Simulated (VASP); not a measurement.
## CoO: single point with PBEsol+U

CoO:

```xyz
4
Lattice="0.0000 2.1315 2.1315 2.1315 0.0000 2.1315 4.2630 4.2630 0.0000" Properties=species:S:1:pos:R:3 pbc="T T T"
Co    0.0000    0.0000    0.0000
Co    2.1315    2.1315    0.0000
O     2.1315    2.1315    2.1315
O     4.2630    4.2630    2.1315
```

| Item | Value |
| --- | --- |
| Program | VASP 6.6.1 |
| Task | single point |
| Functional | PBEsol |
| Potentials or basis | VASP PAW PBE potentials, release 64 (Co, O) |
| Cutoff | 450 eV |
| k mesh | 9 × 9 × 5 |
| Occupations | gaussian, width 0.05 eV |
| Spin | non-collinear spin, ferromagnetic start, spin-orbit coupling |
| Starting moments | [[0.0, 0.0, 3.0], [0.0, 0.0, 3.0], [0.0, 0.0, 0.0], [0.0, 0.0, 0.0]] μB |
| Hubbard terms | Co d U = 4 eV |
| Further INCAR settings | ALGO = Normal; EDIFF = 1e-06; NBANDS = 44; ISYM = 0 |

| Quantity | Value |
| --- | --- |
| Net moment | 5.99 μB per cell |
| Valence electrons inside the program's atomic spheres | Co 7.81; O 5.00 |

Moments on the atoms (μB; x, y, z):
```
Co  0.00 0.00 2.75
Co  0.00 0.00 2.75
O   0.00 0.00 0.21
O   0.00 0.00 0.21
```

Wall time 20 min on 1 thread of Intel(R) Xeon(R) 6975P-C (Granite Rapids), with other jobs on the host, peak memory 0.81 GiB.

 The state reached can hang on the start; a lower one may exist.
